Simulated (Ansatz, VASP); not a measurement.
# One calculation of Ti, two programs

File INCAR:

```
SYSTEM = Ti
PREC = Accurate
ENCUT = 520
EDIFF = 1E-6
ISMEAR = 0
SIGMA = 0.05
LREAL = .False.
LASPH = .True.
NELM = 100
ALGO = Normal
ISIF = 2
LWAVE = .False.
LCHARG = .True.
GGA = PE
LELF = .True.
LVHAR = .True.
NBANDS = 12
```

KPOINTS

```
regular mesh
0
Gamma
  16 16 16
  0 0 0
```

File POSCAR:

```
Ti
1.0
    0.0000000000      2.0300000000      2.0300000000
    2.0300000000      0.0000000000      2.0300000000
    2.0300000000      2.0300000000      0.0000000000
Ti
1
Direct
    0.0000000000      0.0000000000      0.0000000000
```

Input for Ansatz:

```yaml
crystal:
  lattice:
    - [0.0, 2.03, 2.03]
    - [2.03, 0.0, 2.03]
    - [2.03, 2.03, 0.0]
  atoms:
    - { symbol: Ti, position: [0.0, 0.0, 0.0] }
basis:
  ecutwfc: 420
kpoints:
  mp_grid: { grid: [16, 16, 16] }
hamiltonian:
  xc: pbe
scf:
  occupations: { method: gaussian, width: 0.05 }
output:
  forces: true
  eigenvalues: true
  eigenstates:
    nscf_kmesh: { grid: [34, 34, 34] }
    top_band: c6
    de_dk: true
    localisation: false
  stress: true
checkpoint:
  write: ck
  compress: false
  write_wavefunctions: false
  write_every: 100000
```

This isn't the form of Ti at room conditions, which is hcp.

Alike in both runs: task single point; functional PBE; k mesh 16 × 16 × 16; occupations gaussian, width 0.05 eV; no spin polarisation.

|  | VASP | Ansatz |
| --- | --- | --- |
| version | VASP 6.6.1 | Ansatz 0.2.0 |
| potentials or method | VASP PAW PBE potentials, release 64 (Ti_sv) | scalar-relativistic, plane waves, PAW |
| plane-wave cutoff (eV) | 520 | 420 |
| valence electrons in the cell | 12 | 12 |

|  | VASP | Ansatz | Ansatz less VASP |
| --- | --- | --- | --- |
| pressure (GPa) | 4.1 | 4.4 | +0.33 |

With one functional, cell and mesh, what is left measures potentials, basis and numerics.
